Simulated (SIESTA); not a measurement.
AlPt:

```
CELL_PARAMETERS angstrom
3.09155 0.00000 0.00000
0.00000 3.09155 0.00000
0.00000 0.00000 3.09155
ATOMIC_POSITIONS crystal
Pt 0.50000 0.50000 0.50000
Al 0.00000 0.00000 0.00000
```

Measurements of this composition are mostly on another form, of space group No. 198.

* Program: SIESTA 5.4.2
* Task: single point
* Functional: PBEsol
* Potentials or basis: PseudoDojo 0.4 standard (PBEsol files)
* Basis: DZP (energy shift 0.003 Ry; two zetas on semicore shells)
* Grid cutoff: 800 Ry
* Energy shift: 0.003 Ry
* k mesh: 9 × 9 × 9
* Occupations: fermi-dirac, width 0.05 eV
* Spin: no spin polarisation

On this cell: pressure -5.8 GPa; largest force zero by symmetry; band gap on the k mesh none (metal or under the smearing width).

The same run follows on a disturbed copy (atoms moved at random, drawn with an rms of 0.05 Å):

```
Pt Al
1.0
     3.09155    0.00000    0.00000
     0.00000    3.09155    0.00000
     0.00000    0.00000    3.09155
Pt Al
1 1
Direct
  0.50628 0.51970 0.49067
  0.99902 0.99472 0.00385
```

**Question.** What does the disturbed cell give?

**Answer.** The energy (extrapolated to zero smearing) moves by +8.5 meV/atom; pressure -5.2 GPa; largest force 0.384 eV/Å; band gap on the k mesh none (metal or under the smearing width).

Forces on the atoms (eV/Å):
```
Pt  -0.097 -0.326  0.175
Al   0.098  0.327 -0.175
```

Stress tensor (GPa, compression positive):
```
-5.14  0.23 -0.12
 0.23 -5.39 -0.41
-0.12 -0.41 -5.20
```

Caveats: short orbitals over semicore shells can move pressures by several GPa; the basis of atomic orbitals isn't converged, which shifts pressures, moduli and gaps.
